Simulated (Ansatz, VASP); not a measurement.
# One calculation of CdTe, two programs

```
Cd Te
1.0
     0.00000    3.42529    2.91150
     3.42529    0.00000    2.91150
     3.42529    3.42529    0.00000
Cd Te
1 1
Direct
  0.00000 0.00000 0.00000
  0.75000 0.75000 0.75000
```

Alike in both runs: task single point; functional PBEsol; k mesh 8 × 8 × 8; occupations gaussian, width 0.05 eV; no spin polarisation.

|  | VASP | Ansatz |
| --- | --- | --- |
| version | VASP 6.6.1 | Ansatz 0.2.0 |
| potentials or method | VASP PAW PBE potentials, release 64 (Cd, Te) | scalar-relativistic, plane waves, PAW |
| plane-wave cutoff (eV) | 520 | 420 |
| valence electrons in the cell | 18 | 36 |

```tsv
	VASP	Ansatz	Ansatz less VASP
gap on the k mesh at the Fermi level (eV)	0.33	0.33	-0.003
least direct gap on the mesh (eV)	0.33	0.33	-0.003
pressure (GPa)	-0.3	-0.5	-0.16
largest component of the traceless stress (GPa)	1.34	1.35	+0.014
```

The functional is the same, so the differences come from potentials, cutoffs and numerics. The two sets of potentials don't hold the same shells in valence.

Caveats: the PAW data sets were made with another functional, which shifts forces and pressure a little (VASP); spin-orbit coupling is left out, which moves the levels of the heavy elements.
